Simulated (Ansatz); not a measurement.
# A series in volume scale on SnO

All results are calculated (Ansatz 0.2.0). Periodic Kohn-Sham DFT of a crystal at fixed atoms, scaled to volume_scale times the given cell; pressure positive in compression, energy less spherical unpolarised free atoms, largest_vzz the field gradient of largest size among the nuclei.

The cell before it is scaled or strained (space group P4/nmm, No. 129):
```
CELL_PARAMETERS angstrom
3.80200 0.00000 0.00000
0.00000 3.80200 0.00000
0.00000 0.00000 4.83600
ATOMIC_POSITIONS crystal
Sn 0.00000 0.50000 0.23850
Sn 0.50000 0.00000 0.76150
O 0.00000 0.00000 0.00000
O 0.50000 0.50000 0.00000
```

Settings of every row: method frozen-core PAW; functional PBE; relativity scalar; k mesh 8x8x6; filling fermi-dirac; smearing width 0.01 eV; wave cutoff 420 eV; paw set soft_2.

Atom start moment: 0 on all atoms.

Limits: field gradient without spin-orbit coupling on heavy atoms; no gap: field gradients move with the k mesh; small gap, it may come from the mesh.

```csv
row,volume scale,V (Å³/atom),pressure (GPa),largest V_zz (1e21 V/m^2)
1,0.94,16.428,11.434,-18.646
2,0.96,16.777,8.735,-18.238
3,0.98,17.127,6.312,-17.836
4,0.99,17.302,?,?
5,1,17.476,4.196,-17.588
6,1.01,17.651,3.205,-17.439
7,1.02,17.826,2.25,-17.258
8,1.04,18.175,0.477,-16.887
9,1.06,18.525,-1.123,-16.526
```

Question: what pressure should row 4 give?

Worked fit of pressure. Take u = (V_r/V)^(2/3) − 1 with V_r = 17.563 Å³ an atom, which is twice the finite (Eulerian) strain; such expansions in the strain, on which the Birch-Murnaghan equation of state is built, carry the rest volume and the bulk modulus. The shown rows have u = 0.04554, 0.03099, 0.0169, 0.00332, -0.00333, -0.00986, -0.02258, -0.03493. Least squares give pressure = 3.6867 + 149.346 × u + 383.92 × u² + 1583 × u³ GPa; a parabola predicts inner rows, each left out in turn, worse (root mean square 0.031 against 0.017 GPa). The rows lie off it by 0.000, 0.004, -0.016, 0.009, 0.011, 0.000, -0.015, 0.006 (root mean square 0.0096 GPa). The pressure vanishes at u = -0.0263, or V = 18.28 Å³ an atom, and there the bulk modulus at fixed shape and fractions is B = −V dP/dV = (2/3)(1 + u) dP/du = 86 GPa. Letting shape and atoms relax would as a rule lower it, by much in layered, chain or molecular crystals. The withheld row has u = 0.01003, so the fit gives 3.6867 + 149.346 × (0.01003) + 383.92 × (0.01003)² + 1583 × (0.01003)³ = 5.225 GPa.

The calculation gave 5.215 GPa. The fit lies 0.010 GPa (0.08 % of the column's range) above it; its largest miss of a shown row is 0.016 GPa.

The other values of row 4: largest V_zz -17.686 1e21 V/m^2.
